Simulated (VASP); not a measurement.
CdF2:

```
Cd F
1.0
     0.00000    2.69400    2.69400
     2.69400    0.00000    2.69400
     2.69400    2.69400    0.00000
Cd F
1 2
Direct
  0.00000 0.00000 0.00000
  0.75000 0.75000 0.75000
  0.25000 0.25000 0.25000
```

Base run:

```yaml
Program: VASP 6.6.1
Functional: HSE06
Potentials_or_basis: VASP PAW PBE potentials, release 64 (Cd, F)
Cutoff: 520 eV
k_mesh: 6 × 6 × 6
Occupations: gaussian, width 0.02 eV
Spin: no spin polarisation
```

Its results: band gap on the k mesh 5.21 eV, indirect (least direct gap 5.77 eV); pressure 2.6 GPa.

Q: After a change of settings the same cell gave: band gap on the k mesh 7.54 eV, indirect (least direct gap 8.13 eV); pressure -1.5 GPa. Which change was it?
A. functional from HSE06 to PBE0
B. functional from HSE06 to HSE03
C. functional from HSE06 to r2SCAN-EpsX

A: C.

Caveats: the PAW data sets were made with another functional, which shifts forces and pressure a little.

Not every run made on this cell is shown here.
